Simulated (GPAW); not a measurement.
Crystal: Hf.

```
CELL_PARAMETERS angstrom
-1.80500 1.80500 1.80500
1.80500 -1.80500 1.80500
1.80500 1.80500 -1.80500
ATOMIC_POSITIONS crystal
Hf 0.00000 0.00000 0.00000
```

This isn't the form of Hf at room conditions, which is hcp.

* Program: GPAW 26.7.0
* Task: single point
* Functional: PBEsol
* Potentials or basis: PAW data sets generated in the run's folder for this functional
* Cutoff: 600 eV
* Basis: pw
* k mesh: 10 × 10 × 10
* Occupations: fermi-dirac, width 0.05 eV
* Spin: no spin polarisation

On this cell: pressure -8.7 GPa; band gap on the k mesh none (metal or under the smearing width).

The same run follows on a disturbed copy (cell strained at random at fixed volume):

```
Hf
1.0
    -1.73538    1.78809    1.84034
     1.76840   -1.76106    1.84632
     1.78180    1.80748   -1.81331
Hf
1
Direct
  0.98347 0.99320 0.98959
```

Problem. What changes?

Solution. The energy (extrapolated to zero smearing) moves by +1.7 meV/atom; pressure -8.6 GPa; band gap on the k mesh none (metal or under the smearing width).

Stress tensor (GPa, compression positive):
```
-9.39 -1.15 -0.91
-1.15 -8.73 -0.75
-0.91 -0.75 -7.65
```
